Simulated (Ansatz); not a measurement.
# TaC: relaxed, then solved by several methods

Aim: relax TaC, then solve it with and without frozen cores. The runs shown use PAW and LAPW. Its runs: cell and atoms relaxed (PAW); the reference run (LAPW and PAW).

The COD entry's cell or inner coordinates are ideal or old and differ from later refinements, so a difference from it is no clean test against experiment.

Method: DFT PBE, with the methods named in each step, in Ansatz 0.2.0.

**1. The structure to begin with**

The structure is cubic, space group Fm-3m (No. 225). The conventional cell has a = 4.446 Å, b = 4.446 Å, c = 4.446 Å, α = 90.00°, β = 90.00°, γ = 90.00°. Ta (site symmetry m-3m) has 6 C at 2.22 Å as nearest neighbours. Around C (site symmetry m-3m) lie 6 Ta at 2.22 Å.

As a file:

```xyz
2
Lattice="0.0000 2.2230 2.2230 2.2230 0.0000 2.2230 2.2230 2.2230 0.0000" Properties=species:S:1:pos:R:3 pbc="T T T"
Ta    0.0000    0.0000    0.0000
C     2.2230    2.2230    2.2230
```

Atoms are numbered in the order of the input: Ta1, C2.

**2. Cell and atoms relaxed, PAW**

Input file input.yaml:

```yaml
crystal:
  lattice:
    - [0.0, 2.223, 2.223]
    - [2.223, 0.0, 2.223]
    - [2.223, 2.223, 0.0]
  atoms:
    - { symbol: Ta, position: [0.0, 0.0, 0.0] }
    - { symbol: C, position: [0.5, 0.5, 0.5] }
kpoints:
  mp_grid: { grid: [16, 16, 16] }
scf:
  occupations: { method: fermi_dirac, width: 0.05 }
hamiltonian:
  xc: pbe
  pseudopotentials: { kind: paw }
output:
  forces: true
  stress: true
relax:
  f_tol: 0.005
  max_steps: 50
  cell: {}
```

Run with:

```bash
ansatz run input.yaml --threads 1 --pin off --max-ram 2048MiB --backend cpu --events-out ev --progress --plain --runs-dir out
```

Standard output, shortened:

```text
[...]
Pseudopotentials: kind: paw
Pseudopotential: Ta, paw, valence charge 13, recommended cutoff 420 eV (normal)
Pseudopotential: C, paw, valence charge 4, recommended cutoff 420 eV (normal)
Functional definition: PBE
[...]
Crystal: 2 atoms, lattice volume = 21.971 Å³
Basis set: ecut = 420 eV, 411 PW (Γ), exchange–correlation on 48×48×48 points (8 copies of the dense FFT grid, shifted against one another)
Bands: 13, of which v1, the nominal top of the filled ones, is band 9 counted from 1 (8 counted from 0)
Symmetry: 48 space group operations
Space group: Fm-3m (ITA 225), of the structure as read, at distance tolerance 2.8e-5 Å
k-points: 145 of 4096
[...]
SCF iter   1: F=—  HF=-10184.382454 eV  |F-HF|=—  |Δ(HF+E_count)|=         —  Δρ=1.87e-3  dr2=5.20e-4  ethr=1.77e-3  ⟨swp⟩=5.9  Hψ=10005  notcnv=0
[...]
relax step   1: F+E_penalty+E_count = -10184.38256438 eV  Δ(F+E_penalty+E_count) = +0.000e0 eV  max|allowed force component| = 2.005e-30 eV/Å  Δτ_max = 0.0000 Å  P = +6.698 GPa  Ω = 21.971 Å³  (6 SCF iters, dr2 threshold 1.00e-7 eV, accepted)
[...]
relax step   4: F+E_penalty+E_count = -10184.39068741 eV  Δ(F+E_penalty+E_count) = -1.697e-5 eV  max|allowed force component| = 1.742e-30 eV/Å  Δτ_max = 0.0000 Å  P = -0.001 GPa  Ω = 22.407 Å³  energy of the carried Pulay correction = -8.416e-4 eV  (6 SCF iters, dr2 threshold 3.05e-8 eV, accepted)
[...]
relax step   5: F+E_penalty+E_count = -10184.39162587 eV  Δ(F+E_penalty+E_count) = -9.385e-4 eV  max|allowed force component| = 1.430e-30 eV/Å  Δτ_max = 0.0000 Å  P = +0.047 GPa  Ω = 22.407 Å³  stress off target by 4.71e-2 GPa  SCF on the basis re-selected at this cell (its energy is not [...]
SCF converged after 8 iterations
Free energy (F): -10184.391626 eV
[...]
E sigma→0 (E₀):  -10184.390062 eV
Entropy (-TS):   -0.003128 eV (-1.564 meV/atom)
Fermi energy:    19.719469 eV
[...]
--- Forces (eV/Å), atoms counted from 1 ---
  atom   1  Ta    -0.00000000     0.00000000    -0.00000000
  atom   2  C      0.00000000    -0.00000000    -0.00000000
[...]
--- Stress (GPa, compression-positive) ---
        0.047098      -0.000000      -0.000000
       -0.000000       0.047098      -0.000000
       -0.000000      -0.000000       0.047098
  P = ⅓ Tr σ = 0.0471 GPa (0.471 kbar)
--- Relaxed structure (4 steps of the walk, 4 accepted, 1 SCFs on fresh bases) ---
  F+E_penalty+E_count = -10184.39162587 eV   max|allowed force component| = 1.430e-30 eV/Å   (the final SCF, on the basis selected at the relaxed cell)
  cell:  # Å, volume = 22.4071 Å³
    - [-2.03416805445223e-34, 2.2376150167279105, 2.2376150167279105]
    - [2.2376150167279105, -2.288936654707622e-34, 2.2376150167279105]
    - [2.2376150167279105, 2.2376150167279105, -2.547686016447795e-34]
  atoms:
    - { symbol: Ta, position: [-8.122174191915648e-36, 6.31724659371201e-36, 9.927101790119311e-36] }
    - { symbol: C, position: [0.5, 0.5, 0.5] }
```

It took 13 s on 1 thread of Arm Neoverse V1, shared host; peak memory 0.33 GiB.

Relaxation path:

```csv
step,energy from step 1 (eV/cell),largest force component (eV/Å),pressure (GPa),volume (Å³)
1,0.0000,0.0000,6.70,21.97
2,-0.0049,0.0000,-3.51,22.65
3,-0.0081,0.0000,-0.11,22.41
4,-0.0081,0.0000,0.00,22.41
5,-0.0091,0.0000,0.05,22.41
```

Step 1 is the start. Step 5 repeats the geometry before on a plane-wave basis chosen anew for that cell, so the energy can jump there without any move; the table keeps such jumps.

| input's cell | before | after | change |
| --- | --- | --- | --- |
| a (Å) | 3.144 | 3.164 | +0.7 % |
| b (Å) | 3.144 | 3.164 | +0.7 % |
| c (Å) | 3.144 | 3.164 | +0.7 % |
| volume (Å³/atom) | 10.99 | 11.20 | +2.0 % |

**3. The relaxed cell, LAPW**

Input file input.yaml:

```yaml
crystal:
  lattice:
    - [0.0, 2.2376150167, 2.2376150167]
    - [2.2376150167, 0.0, 2.2376150167]
    - [2.2376150167, 2.2376150167, 0.0]
  atoms:
    - { symbol: Ta, position: [0.0, 0.0, 0.0] }
    - { symbol: C, position: [0.5, 0.5, 0.5] }
kpoints:
  mp_grid: { grid: [16, 16, 16] }
  band_path:
    path:
      - [0.0, 0.0, 0.0]
      - [0.5, 0.0, 0.5]
      - [0.625, 0.25, 0.625]
      - [0.375, 0.375, 0.75]
      - [0.0, 0.0, 0.0]
      - [0.5, 0.5, 0.5]
      - [0.5, 0.25, 0.75]
      - [0.5, 0.0, 0.5]
    npoints: 14
scf:
  occupations: { method: fermi_dirac, width: 0.05 }
hamiltonian:
  xc: pbe
  pseudopotentials: { kind: all_electron, lapw: { basis_error: 0.0005 } }
output:
  forces: true
  stress: true
  eigenvalues: true
  populations: true
```

Run with:

```bash
ansatz run input.yaml --threads 1 --pin off --max-ram 2048MiB --backend cpu --events-out ev --progress --plain --runs-dir out
```

Standard output:

```text
Ta: projections on atomic orbitals take those of the free atom 1s2 2s2 2p6 3s2 3p6 3d10 4s2 4p6 4d10 4f14 5s2 5p6 5d3 6s2, of charge +0.00 (hamiltonian.pseudopotentials.projection_atoms)
C: projections on atomic orbitals take those of the free atom 1s2 2s2 2p2, of charge +0.00 (hamiltonian.pseudopotentials.projection_atoms)
LAPW: plane waves up to 9.617 Å⁻¹, error target 5.0e-4 eV per atom; small_component_spin mean_spin; C in spheres of 0.922 Å, 6 of its electrons in bands, Dirac shells []; Ta in spheres of 1.315 Å, 43 of its electrons in bands, Dirac shells []
Engine: ansatz 0.2.0
Pseudopotentials: kind: all_electron
Pseudopotential: Ta, LAPW, valence charge 43, Koelling and Harmon's equation, gaussian nucleus
Pseudopotential: C, LAPW, valence charge 6, Koelling and Harmon's equation, gaussian nucleus
Functional definition: PBE
  parameter kappa = 0.804
  parameter beta = 0.06672455060314922
  exchange = pbe_x(kappa = kappa, mu = beta*pi^2/3)
  correlation = pbe_c(beta = beta)
Crystal: 2 atoms, lattice volume = 22.407 Å³
Basis set: ecut = 352.3786745066491 eV, 331 PW (Γ), exchange–correlation at level 2
Bands: 30, of which v1, the nominal top of the filled ones, is band 25 counted from 1 (24 counted from 0)
Symmetry: 48 space group operations
Space group: Fm-3m (ITA 225), of the structure as read, at distance tolerance 2.8e-5 Å
k-points: 145 of 4096
Non-local potential: Ta, projectors of the file, none
Non-local potential: C, projectors of the file, none
Initial density: superposition of atomic densities (chi_scale 0.1, normalization cell, long waves kept (reshape's long-wave potential 0.00 eV rms))
Initial wavefunctions: plane waves of lowest kinetic energy (no species holds an atomic orbital)
Functional: x = pbe(κ = 0.804, μ = 0.2195149727645171), c = pbe(β = 0.06672455060314922)
iter 1 solved again at ethr=1.13e-2 eV; its pass at ethr=1.00e-1 eV (dr2=5.54e0 eV) is discarded
SCF iter   1: F=—  HF=-425609.215918 eV  |F-HF|=—  |Δ(HF+E_count)|=         —  Δρ=1.37e-1  dr2=5.54e0  ethr=1.13e-2  ⟨swp⟩=2.0  Hψ=26273  notcnv=0
preconditioner: auto → Kerker (q_TF=auto, 3.108 Å⁻¹)  [metal: Δε(μ)=0.003 eV  Ē_g=23.255 eV  σ=0.050 eV  W_gap=0.02  n_scr=14 (ndim 8)  ℏωp=42.2 eV  f_vac=0.000  D(μ)=0.66/eV (n_scr^D=0)]
iter 2 solved again at ethr=6.03e-4 eV; its pass at ethr=1.13e-2 eV (dr2=2.95e-1 eV) is discarded
SCF iter   2: F=—  HF=-425607.200648 eV  |F-HF|=—  |Δ(HF+E_count)|=    2.02e0  Δρ=3.26e-2  dr2=2.95e-1  ethr=6.03e-4  ⟨swp⟩=2.0  Hψ=22078  notcnv=0
SCF iter   3: F=—  HF=-425607.188131 eV  |F-HF|=—  |Δ(HF+E_count)|=         —  Δρ=2.90e-2  dr2=2.58e-1  ethr=6.03e-4  ⟨swp⟩=2.0  Hψ=12717  notcnv=0
the basis was enlarged: its passes take 401.6 KiB over the memory plan, 1 of 1 planned eigensolver slots
SCF iter   4: F=—  HF=-425607.195081 eV  |F-HF|=—  |Δ(HF+E_count)|=   6.95e-3  Δρ=1.34e-2  dr2=5.54e-2  ethr=5.27e-4  ⟨swp⟩=2.0  Hψ=12093  notcnv=0
SCF iter   5: F=—  HF=-425607.161478 eV  |F-HF|=—  |Δ(HF+E_count)|=   3.36e-2  Δρ=3.17e-3  dr2=1.85e-3  ethr=1.13e-4  ⟨swp⟩=2.3  Hψ=13178  notcnv=0
SCF iter   6: F=—  HF=-425607.161579 eV  |F-HF|=—  |Δ(HF+E_count)|=   1.01e-4  Δρ=1.12e-3  dr2=3.65e-4  ethr=3.78e-6  ⟨swp⟩=2.0  Hψ=12803  notcnv=0
SCF iter   7: F=—  HF=-425607.161543 eV  |F-HF|=—  |Δ(HF+E_count)|=   3.66e-5  Δρ=3.72e-4  dr2=3.39e-5  ethr=7.44e-7  ⟨swp⟩=2.0  Hψ=12803  notcnv=0
SCF iter   8: F=—  HF=-425607.161545 eV  |F-HF|=—  |Δ(HF+E_count)|=   2.16e-6  Δρ=1.31e-4  dr2=4.35e-6  ethr=6.92e-8  ⟨swp⟩=2.0  Hψ=12803  notcnv=0
SCF iter   9: F=—  HF=-425607.161543 eV  |F-HF|=—  |Δ(HF+E_count)|=   1.67e-6  Δρ=4.36e-5  dr2=4.62e-7  ethr=8.87e-9  ⟨swp⟩=2.5  Hψ=13026  notcnv=0
SCF iter  10: F=-425607.161543 eV  HF=-425607.161543 eV  |F-HF|=7.97e-9  |Δ(HF+E_count)|=   5.24e-8  Δρ=9.29e-6  dr2=1.77e-8  ethr=9.43e-10  ⟨swp⟩=2.5  Hψ=13039  notcnv=0
SCF 1 converged in 10 iterations: F = -425607.161543 eV  dr2 = 1.77e-8
NSCF: frozen V_eff on 99 k-points
SCF converged after 10 iterations
Free energy (F): -425607.161543 eV
Harris-Foulkes:  -425607.161543 eV  (|F-HF|=7.97e-9)
Internal energy: -425607.158400 eV  (E = F + TS)
E sigma→0 (E₀):  -425607.159972 eV
Entropy (-TS):   -0.003143 eV (-1.571 meV/atom)
Fermi energy:    24.759359 eV
--- Per-component energies (eV) ---
  E_band       = -4563.809211
  E_kinetic    = 474968.880890
  E_xc         = -8771.478732
  E_electrostatic = -891804.560558  (all electrons and nuclei)
  E_smearing   = -0.003143  (= −TS)
  E_closure    = 0.000000  (closes the sum)
  E_atoms      = -425587.002380  (free atoms, spherical and without spin; not in F)
  Σ components = -425607.161543   (vs F -425607.161543, Δ=0.00e0)
  Basis errors (estimates in eV, not in F): energy 1.8e-4 per atom: plane waves 1.6e-4 (9.0e-5 summed), levels above the bands 1.1e-88, relativity 2.3e-8, radial functions 1.6e-5, core shells 1.9e-7; eigenvalues (radial functions only) 1.8e-6; not estimated: angular momenta, meshes, grids; target (lapw.basis_error) 5.0e-4; muffin-tin radii C 0.922 Å, Ta 1.315 Å
--- Forces (eV/Å), atoms counted from 1 ---
  atom   1  Ta    -0.00000000    -0.00000000     0.00000000
  atom   2  C      0.00000000    -0.00000000    -0.00000000
  max |Σ_I F_I| component: 6.74e-31 eV/Å
--- Stress (GPa, compression-positive) ---
        0.028547      -0.000000      -0.000000
       -0.000000       0.028547      -0.000000
       -0.000000      -0.000000       0.028547
  P = ⅓ Tr σ = 0.0285 GPa (0.285 kbar)
--- Band table (eV; the first three rows and the last of 145) ---
  k-point 0: bands = ["-371.3502", "-371.3502", "-371.3502", "-241.1331", "-192.9066", "-192.9066", "-192.9066", "-192.9024", "-192.9024", "-44.0198", "-10.2928", "-10.2928", "-10.2928", "4.1842", "4.1867", "4.1867", "4.1867", "4.2308", "4.2308", "4.2308", "10.0651", "23.4663", "23.4663", "23.4663", "24.2931", "24.2931", "24.2931", "25.4187", "25.4187", "31.1549"]
  k-point 1: bands = ["-371.3502", "-371.3502", "-371.3502", "-241.1331", "-192.9066", "-192.9066", "-192.9066", "-192.9024", "-192.9024", "-44.0181", "-10.3203", "-10.2956", "-10.2956", "4.1849", "4.1863", "4.1878", "4.1878", "4.2295", "4.2295", "4.2308", "10.1732", "22.8681", "23.2074", "23.2074", "23.9462", "23.9462", "24.6551", "26.2393", "26.2393", "31.3742"]
  k-point 2: bands = ["-371.3502", "-371.3502", "-371.3502", "-241.1331", "-192.9066", "-192.9066", "-192.9066", "-192.9024", "-192.9024", "-44.0134", "-10.3977", "-10.3035", "-10.3035", "4.1843", "4.1882", "4.1909", "4.1909", "4.2259", "4.2259", "4.2310", "10.4894", "21.8440", "22.3465", "22.3465", "24.1200", "24.1200", "25.0652", "27.5599", "27.5599", "31.9449"]
  k-point 144: bands = ["-371.3502", "-371.3502", "-371.3502", "-241.1331", "-192.9066", "-192.9066", "-192.9066", "-192.9024", "-192.9024", "-43.9619", "-10.7167", "-10.7167", "-10.5406", "4.2002", "4.2002", "4.2026", "4.2074", "4.2115", "4.2115", "4.2161", "13.0273", "19.5438", "19.8178", "19.8178", "26.3600", "26.3600", "28.8069", "29.6430", "31.0123", "37.0957"]
--- Löwdin populations: 2 sites ---
  site symbol       q [e]
     0     Ta     72.1688
     1      C      6.7807
  spilling = 0.000638 (of n_electrons = 79.000000)
```

Run time: 57 s. Hardware: 1 thread of Arm Neoverse V1, shared host; peak memory 0.59 GiB.

Result: pressure 0.03 GPa; no gap.

Levels at the path's labelled points, in eV from the Fermi level:

```csv
point,band 22,band 23,band 24,band 25,band 26,band 27,band 28
Γ,-1.29,-1.29,-1.29,-0.47,-0.47,-0.47,0.66
X,-4.60,-4.45,-1.75,-1.75,2.58,4.04,4.04
U,-5.83,-4.86,-3.78,-0.59,3.12,3.93,6.19
K,-5.83,-4.86,-3.78,-0.59,3.12,3.93,6.19
Γ,-1.29,-1.29,-1.29,-0.47,-0.47,-0.47,0.66
L,-8.63,-5.40,-5.40,2.69,2.69,3.64,5.30
W,-5.22,-4.94,-4.94,1.60,1.60,4.05,4.88
X,-4.60,-4.45,-1.75,-1.75,2.58,4.04,4.04
```

**4. The relaxed cell, PAW**

Input file input.yaml:

```yaml
crystal:
  lattice:
    - [0.0, 2.2376150167, 2.2376150167]
    - [2.2376150167, 0.0, 2.2376150167]
    - [2.2376150167, 2.2376150167, 0.0]
  atoms:
    - { symbol: Ta, position: [0.0, 0.0, 0.0] }
    - { symbol: C, position: [0.5, 0.5, 0.5] }
kpoints:
  mp_grid: { grid: [16, 16, 16] }
scf:
  occupations: { method: fermi_dirac, width: 0.05 }
hamiltonian:
  xc: pbe
  pseudopotentials: { kind: paw }
output:
  forces: true
  stress: true
  eigenvalues: true
  populations: true
```

Run with:

```bash
ansatz run input.yaml --threads 1 --pin off --max-ram 2048MiB --backend cpu --events-out ev --progress --plain --runs-dir out
```

Standard output, shortened:

```text
[...]
Pseudopotentials: kind: paw
Pseudopotential: Ta, paw, valence charge 13, recommended cutoff 420 eV (normal)
Pseudopotential: C, paw, valence charge 4, recommended cutoff 420 eV (normal)
Functional definition: PBE
[...]
Crystal: 2 atoms, lattice volume = 22.407 Å³
Basis set: ecut = 420 eV, 411 PW (Γ), exchange–correlation on 48×48×48 points (8 copies of the dense FFT grid, shifted against one another)
Bands: 13, of which v1, the nominal top of the filled ones, is band 9 counted from 1 (8 counted from 0)
Symmetry: 48 space group operations
Space group: Fm-3m (ITA 225), of the structure as read, at distance tolerance 2.8e-5 Å
k-points: 145 of 4096
[...]
SCF iter   1: F=—  HF=-10184.391680 eV  |F-HF|=—  |Δ(HF+E_count)|=         —  Δρ=2.00e-3  dr2=7.57e-4  ethr=1.77e-3  ⟨swp⟩=6.0  Hψ=10025  notcnv=0
[...]
SCF iter   6: F=-10184.391626 eV  HF=-10184.391626 eV  |F-HF|=6.86e-10  |Δ(HF+E_count)|=   7.57e-9  Δρ=2.89e-6  dr2=1.11e-9  ethr=3.87e-11  ⟨swp⟩=2.5  Hψ=6457  notcnv=0
[...]
SCF converged after 6 iterations
Free energy (F): -10184.391626 eV
[...]
E sigma→0 (E₀):  -10184.390062 eV
Entropy (-TS):   -0.003128 eV (-1.564 meV/atom)
Fermi energy:    19.719466 eV
[...]
--- Forces (eV/Å), atoms counted from 1 ---
  atom   1  Ta    -0.00000000    -0.00000000     0.00000000
  atom   2  C      0.00000000    -0.00000000     0.00000000
[...]
--- Stress (GPa, compression-positive) ---
        0.046929      -0.000000      -0.000000
       -0.000000       0.046929      -0.000000
        0.000000      -0.000000       0.046929
  P = ⅓ Tr σ = 0.0469 GPa (0.469 kbar)
--- Band table (eV; the first three rows and the last of 145) ---
  k-point 0: bands = ["-49.0527", "-15.3241", "-15.3241", "-15.3241", "5.0273", "18.4278", "18.4278", "18.4278", "19.2497", "19.2497", "19.2497", "20.3828", "20.3828"]
[...]
--- Löwdin populations: 2 sites ---
  site symbol       q [e]
     0     Ta     12.1344
     1      C      4.8090
  spilling = 0.003333 (of n_electrons = 17.000000)
```

Wall time 3.6 s (1 thread of Arm Neoverse V1, shared host); peak memory 0.32 GiB.

Read from it: pressure 0.05 GPa; no gap.

**5. Side by side**

| run | pressure (GPa) | SCF cycles, all passes |
| --- | --- | --- |
| Relaxed cell, LAPW | 0.03 | 10 |
| Relaxed cell, PAW | 0.05 | 6 |

**6. What came out**

| quantity | value |
| --- | --- |
| volume, relaxed (PAW) | 11.204 Å³/atom, Fm-3m |
| gap (LAPW) | none |

In words: Relaxing changes the volume by +2.0 %, to 11.20 Å³/atom. With 49 electrons in the bands of a cell, and no spin, a band must be partly filled: it is a metal at this level. In pressure, PAW differs from LAPW by +0.02 GPa. Spin-orbit coupling is left out, though the cell holds Ta; in elements this heavy it can shift bands and gaps by tenths of an eV.
